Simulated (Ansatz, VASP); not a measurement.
Given: the input of a run of Ansatz 0.2.0 on Pb (Lead). 

input.yaml

```yaml
crystal:
  lattice:
    - [0.0, 2.47502, 2.47502]
    - [2.47502, 0.0, 2.47502]
    - [2.47502, 2.47502, 0.0]
  atoms:
    - { symbol: Pb, position: [0.0, 0.0, 0.0] }
kpoints:
  mp_grid: { grid: [9, 9, 9] }
scf:
  occupations: { method: fermi_dirac, width: 0.05 }
hamiltonian:
  xc: pbe
  dispersion: d3bj
  pseudopotentials: { kind: all_electron, lapw: { basis_error: 0.001 } }
output:
  forces: true
  stress: true
relax:
  f_tol: 0.005
  max_steps: 60
  cell: {}
```

Potentials or basis: all-electron LAPW, scalar-relativistic.

Command:

```bash
$ ansatz run input.yaml --threads 1 --pin off --max-ram 3072MiB --backend cpu --events-out ev --progress --plain --runs-dir out
```

Problem. What does the same run look like in VASP 6.6.1? Potentials or basis there: PBE PAW files Pb_d, 600 eV.

Solution. As run (cutoffs and basis follow the program's own potentials, and thresholds, step limits or extra output files can differ):

The input INCAR:

```
SYSTEM = Pb
PREC     = Accurate       ! precision mode
ENCUT    = 600            ! plane-wave cutoff, eV
EDIFF    = 1E-6           ! SCF threshold, eV
ISMEAR   = -1             ! smearing method
SIGMA    = 0.05           ! smearing width, eV
LREAL    = .False.        ! projectors in reciprocal space
LASPH    = .True.         ! aspherical terms in the spheres
NELM     = 60             ! most SCF steps
ALGO     = Fast           ! electronic algorithm
ISIF     = 3              ! what is computed and relaxed
LWAVE    = .False.        ! write WAVECAR
LCHARG   = .False.        ! write CHGCAR
GGA      = PE             ! functional
IVDW     = 12             ! dispersion correction
IBRION   = 2              ! ionic algorithm
NSW      = 60             ! ionic steps
EDIFFG   = -0.02          ! ionic threshold
```

The input KPOINTS:

```
Automatic mesh
0
Gamma
  9 9 9
  0 0 0
```

The input POSCAR:

```
Pb
1.0
    0.0000000000      2.4750200000      2.4750200000
    2.4750200000      0.0000000000      2.4750200000
    2.4750200000      2.4750200000      0.0000000000
Pb
1
Direct
    0.0000000000      0.0000000000      0.0000000000
```

Potentials or basis: VASP PAW PBE potentials, release 64 (Pb_d).

Launch:

```sh
$ cat potpaw_PBE.64/Pb_d/POTCAR > POTCAR
$ mpirun -np 1 vasp_std > vasp.out
```

Both were run:

|  | Ansatz | VASP |
| --- | --- | --- |
| Relaxed volume | 30.37 Å³/atom | 30.32 Å³/atom |
| Relaxed cell | a = 3.502 Å, b = 3.502 Å, c = 3.502 Å, α = 60.00°, β = 60.00°, γ = 60.00° | a = 3.500 Å, b = 3.500 Å, c = 3.500 Å, α = 60.00°, β = 60.00°, γ = 60.00° |
| Space group after relaxing | Fm-3m (No. 225) | Fm-3m (No. 225) |
| Pressure after relaxing | 0.0 GPa | 0.1 GPa |

Where Ansatz's input types no cutoff or centring, it takes its own default and a Γ-centred mesh.

Pressure is positive in compression.
